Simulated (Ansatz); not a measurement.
AlN: single point with PBE

Crystal: AlN.

```
Al N
1.0
     0.00000    2.18399    2.18399
     2.18399    0.00000    2.18399
     2.18399    2.18399    0.00000
Al N
1 1
Direct
  0.00000 0.00000 0.00000
  0.25000 0.25000 0.25000
```

Measurements of this composition are mostly on another form, of space group No. 186.

* Program: Ansatz 0.2.0
* Task: single point
* Functional: PBE
* Potentials or basis: all-electron LAPW, scalar-relativistic
* Cutoff: 378 eV (chosen from the basis error)
* Basis error allowed: 0.001 eV/atom
* k mesh: 10 × 10 × 10
* Occupations: gaussian, width 0.015 eV
* Spin: no spin polarisation

The pressure is 4.8 GPa. The band gap on the k mesh is 3.32 eV, indirect (least direct gap 4.19 eV).

Levels at points of the mesh, in eV from the valence-band top:
```tsv
k point	band 6	band 7	band 8	band 9	band 10	band 11	band 12	band 13
(0.00, 0.00, 0.00)	-14.98	0.00	0.00	0.00	4.19	12.56	12.56	12.56
(0.00, 0.00, -0.50)	-12.93	-5.85	-0.48	-0.48	7.38	9.86	11.14	11.14
(0.00, -0.50, -0.50)	-12.29	-4.90	-1.77	-1.77	3.32	8.61	13.95	15.73
```

Wall time 5.2 s on 1 thread of Intel(R) Xeon(R) Platinum 8488C (Sapphire Rapids), with other jobs on the host, peak memory 0.29 GiB.

A k mesh can miss the band edges. PBE gaps usually lie below the measured ones, often by a third to a half.
